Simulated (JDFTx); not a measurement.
A run of JDFTx 1.7.0 (patched build):

CdS.in

```
lattice \
    0.0000000000     5.2028771143     5.2028771143 \
    5.2028771143     0.0000000000     5.2028771143 \
    5.2028771143     5.2028771143     0.0000000000
coords-type Lattice
ion Cd     0.0000000000     0.0000000000     0.0000000000 1
ion S      0.5000000000     0.5000000000     0.5000000000 1

ion-species pseudo/Cd.upf
ion-species pseudo/S.upf
elec-cutoff 51 408
elec-ex-corr gga-PBEsol
kpoint-folding 8 8 8
elec-smearing Fermi 0.0018374661
elec-n-bands 19
electronic-SCF nIterations 100 energyDiffThreshold 1e-09
electronic-minimize nIterations 30 energyDiffThreshold 1e-7
converge-empty-states yes
forces-output-coords Cartesian

dump-name run.$VAR
dump End Ecomponents EigStats BandEigs Kpoints Forces Stress
```

Potentials or basis: PseudoDojo-SR-PBEsol-0.4.1-standard with smoothed tails.

Launch:

```sh
$ jdftx -c 1 -i CdS.in -o CdS.out
```

Hardware: 1 thread of Arm Neoverse V2 (shared host).

Estimate the wall time of this run.

Run time: 2.7 min on 1 thread of Arm Neoverse V2, with other jobs on the host, peak memory 0.19 GiB. Counts: scf iterations 18, bands 19, k points 29, plane waves 4901.
